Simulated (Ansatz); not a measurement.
# SiO2, relaxed

The start is SiO2, a database entry, slightly rescaled. Where does it settle when we relax cell and atoms, and what is it like there?

All numbers below are computed with Ansatz 0.2.0 (DFT, PBEsol, no spin polarisation, plane waves, PAW).

**1. The cell**

Symmetry: P4_12_12, No. 92, tetragonal system. The conventional cell has a = 5.032 Å, b = 5.032 Å, c = 7.007 Å, α = 90.00°, β = 90.00°, γ = 90.00°. Si (site symmetry 2) has 4 O at 1.62 Å as nearest neighbours. O (site symmetry 1) has 2 Si at 1.62 Å as nearest neighbours.

Structure file:

```xyz
12
Lattice="5.0322 0.0000 0.0000 0.0000 5.0322 0.0000 0.0000 0.0000 7.0065" Properties=species:S:1:pos:R:3 pbc="T T T"
Si    1.5111    1.5111    0.0000
Si    1.0050    4.0272    1.7516
Si    3.5211    3.5211    3.5033
Si    4.0272    1.0050    5.2549
O     1.2037    0.5254    1.2521
O     1.9907    3.7198    3.0037
O     3.8285    4.5068    4.7553
O     3.0415    1.3124    6.5070
O     3.7198    1.9907    4.0028
O     4.5068    3.8285    2.2512
O     1.3124    3.0415    0.4996
O     0.5254    1.2037    5.7545
```

It starts from an earlier solution of the starting cell (checkpoint.read).

**2. The relaxation**

input.yaml

```yaml
crystal:
  lattice:
    - [5.03220945, 0.0, 0.0]
    - [0.0, 5.03220945, 0.0]
    - [0.0, 0.0, 7.00654977]
  atoms:
    - { symbol: Si, position: [0.30028, 0.30028, 0.0] }
    - { symbol: Si, position: [0.19972, 0.80028, 0.25] }
    - { symbol: Si, position: [0.69972, 0.69972, 0.5] }
    - { symbol: Si, position: [0.80028, 0.19972, 0.75] }
    - { symbol: O, position: [0.2392, 0.1044, 0.1787] }
    - { symbol: O, position: [0.3956, 0.7392, 0.4287] }
    - { symbol: O, position: [0.7608, 0.8956, 0.6787] }
    - { symbol: O, position: [0.6044, 0.2608, 0.9287] }
    - { symbol: O, position: [0.7392, 0.3956, 0.5713] }
    - { symbol: O, position: [0.8956, 0.7608, 0.3213] }
    - { symbol: O, position: [0.2608, 0.6044, 0.0713] }
    - { symbol: O, position: [0.1044, 0.2392, 0.8213] }
  symmetry: { tolerance: 0.0003 }
kpoints:
  mp_grid: { grid: [6, 6, 4], shift: [0, 0, 0] }
magnetization:
  spin_polarized: false
scf:
  occupations: { method: fermi_dirac }
  lower_state_search: "off"
hamiltonian:
  pseudopotentials: { kind: paw }
  xc: pbesol
basis:
  ecutwfc: 420
  fft_grid_basis: typed
relax:
  max_steps: 80
  cell: { p_target: 0.0 }
output:
  forces: true
  stress: true
  eigenvalues: true
  bader: true
  populations: true
  elf: true
  write_potential: true
  volumetric_format: npy
  dos:
    e_range: [-12, 8]
    de: 0.05
    projected: { site_lists: { O: [O], Si: [Si] } }
checkpoint:
  read: saved_state
```

Run with:

```
$ ansatz run input.yaml --threads 2 --pin off --max-ram 2560MiB --backend cpu --events-out ev --progress --plain --runs-dir out
```

What does the calculation give? Wanted: moves; energy gained; largest move; cell; volume; pressure at the end; gap; Bader charges.

The runs gave:

```
                                      quantity                                                                      value
                                         moves                                                                          3
                                 energy gained                                                               0.5 meV/atom
                                  largest move                                                                0.02 Å (Si)
          space group (0.01 Å), before / after                                                        P4_12_12 / P4_12_12
                                          cell  a = 5.029 Å, b = 5.029 Å, c = 7.013 Å, α = 90.00°, β = 90.00°, γ = 90.00°
                                        volume                                                     14.78 Å³/atom (-0.0 %)
                           pressure at the end                                                                   0.00 GPa
formation energy (elements from separate runs)                                                              -2.85 eV/atom
                                    gap (mesh)                                                            5.57 eV, direct
                                 Bader charges                                                        Si +3.29, O -1.65 e
```

The volume kept its value, and the largest move of an atom is 0.02 Å apart from the change of the cell. The run held to 8 symmetry operations, so a lower structure without them is not ruled out. The levels show a gap of 5.57 eV, direct at the points sampled; within 0.7 eV of the edges the states project mainly on O p (97 %) below and Si s (45 %) and O s (21 %) above. Gaps from semilocal functionals tend to lie below the measured ones. Against the elements' reference phases (Si diamond, O2 molecule; separate runs with the same functional) the formation energy is -2.85 eV per atom, so it is bound against them, though other compounds may compete. Si loses most charge (+3.29 e on average) and O gains most (-1.65 e).
